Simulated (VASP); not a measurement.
**TlBr: electric field gradients with PBE**

Crystal: TlBr.

```xyz
2
Lattice="4.0527 0.0000 0.0000 0.0000 4.0527 0.0000 0.0000 0.0000 4.0527" Properties=species:S:1:pos:R:3 pbc="T T T"
Tl    0.0000    0.0000    0.0000
Br    2.0264    2.0264    2.0264
```

The cell comes from a database or a generator and needn't be the stable form of this composition.

| Item | Value |
| --- | --- |
| Program | VASP 6.6.1 |
| Task | electric field gradients |
| Functional | PBE |
| Potentials or basis | VASP PAW PBE potentials, release 64 (Tl_d, Br) |
| Cutoff | 520 eV |
| k mesh | 7 × 7 × 7 |
| Occupations | fermi-dirac, width 0.02 eV |
| Spin | no spin polarisation |
| Dipole correction | no |
| Further INCAR settings | ALGO = Fast; EDIFF = 1e-08; NBANDS = 17 |

```json
{"Pressure": "0.0 GPa", "Band gap on the k mesh": "2.37 eV, direct"}
```

Levels at points of the mesh, in eV from the valence-band top:
| k point | band 7 | band 8 | band 9 | band 10 | band 11 | band 12 | band 13 | band 14 |
| --- | --- | --- | --- | --- | --- | --- | --- | --- |
| (0.00, 0.00, 0.00) | -4.39 | -0.94 | -0.94 | -0.94 | 7.18 | 7.18 | 7.18 | 7.29 |

Electric field gradients, principal values (V/Å²):
```
atom    Vxx    Vyy    Vzz
1 Tl  0.000  0.000  0.000
2 Br  0.000  0.000  0.000
```

Run time: 20 s on 1 thread of Intel(R) Xeon(R) Platinum 8259CL CPU @ 2.50GHz (Skylake/Cascade Lake) (shared host), peak memory 0.17 GiB.

Caveat: spin-orbit coupling is left out, which as a rule narrows the gap of such compounds by several tenths of an eV; an odd mesh through Γ misses points on the zone boundary, where band edges often lie.
